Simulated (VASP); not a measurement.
## TaS2: single point with PBE

Crystal: TaS2.

```
Ta S
1.0
     3.35000    0.00000    0.00000
    -1.67500    2.90119    0.00000
     0.00000    0.00000    5.86000
Ta S
1 2
Cartesian
  0.0000 0.0000 0.0000
  1.6750 0.9671 4.3950
  0.0000 1.9341 1.4650
```

```yaml
Program: VASP 6.6.1
Task: single point
Functional: PBE
Potentials_or_basis: VASP PAW PBE potentials, release 64 (Ta_pv, S)
Cutoff: 520 eV
k_mesh: 9 × 9 × 5
Occupations: gaussian, width 0.029 eV
Spin: no spin polarisation
```

```yaml
Pressure: 9.1 GPa
Largest_force: 1.260 eV/Å
Band_gap_on_the_k_mesh: none (metal or under the smearing width)
```

Forces on the atoms (eV/Å):
```
Ta   0.000  0.000  0.000
S    0.000  0.000 -1.260
S    0.000  0.000  1.260
```

Stress tensor (GPa, compression positive):
```
 7.44  0.00  0.00
 0.00  7.44  0.00
 0.00  0.00 12.55
```

Levels at points of the mesh, in eV from the Fermi level:
```csv
k point,band 9,band 10,band 11,band 12,band 13,band 14
"(0.00, 0.00, 0.00)",-1.34,-0.80,-0.80,0.03,0.03,0.28
```

It took 36 s on 1 thread of Intel(R) Xeon(R) Platinum 8488C (Sapphire Rapids), on a shared host, peak memory 0.21 GiB.

Caveat: this functional lacks dispersion, which binds the layers, so the pressure and a relaxed spacing across them are unreliable; forces of over 1 eV/Å show positions far from the minimum, so gaps and moduli don't describe the material at rest. Spin-orbit coupling is left out, which matters for the levels of Ta.
